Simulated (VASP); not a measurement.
**Lu: single point with PBE**

Crystal: Lu.

```xyz
2
Lattice="3.5031 0.0000 0.0000 -1.7515 3.0338 0.0000 0.0000 0.0000 5.5509" Properties=species:S:1:pos:R:3 pbc="T T T"
Lu    1.7516    1.0113    4.1632
Lu    0.0000    2.0225    1.3877
```

```yaml
Program: VASP 6.6.1
Task: single point
Functional: PBE
Potentials_or_basis: VASP PAW PBE potentials, release 64 (Lu_3), 4f in core
Cutoff: 900 eV
k_mesh: 21 × 21 × 12
Occupations: gaussian, width 0.05 eV
Spin: no spin polarisation
Further_INCAR_settings: ADDGRID = False; ALGO = Normal; EDIFF = 1e-08
```

```json
{
 "Pressure": "-0.1 GPa",
 "Band gap on the k mesh": "none (metal or under the smearing width)"
}
```

Stress tensor (GPa, compression positive):
```
 0.30  0.00  0.00
 0.00  0.30  0.00
 0.00  0.00 -0.95
```

Levels at points of the mesh, in eV from the Fermi level:
```tsv
k point	band 6	band 7	band 8	band 9	band 10	band 11	band 12	band 13
(0.00, 0.00, 0.00)	-26.54	-6.03	-2.44	0.55	2.21	2.21	2.49	2.91
(0.00, 0.00, 0.50)	-26.60	-4.41	-4.41	1.14	1.14	2.15	2.15	2.15
```

It took 5.2 min on 1 thread of Intel(R) Xeon(R) 6975P-C (Granite Rapids), with other jobs on the host, peak memory 0.67 GiB.

The run has no spin-orbit coupling, so splittings on Lu are missing.
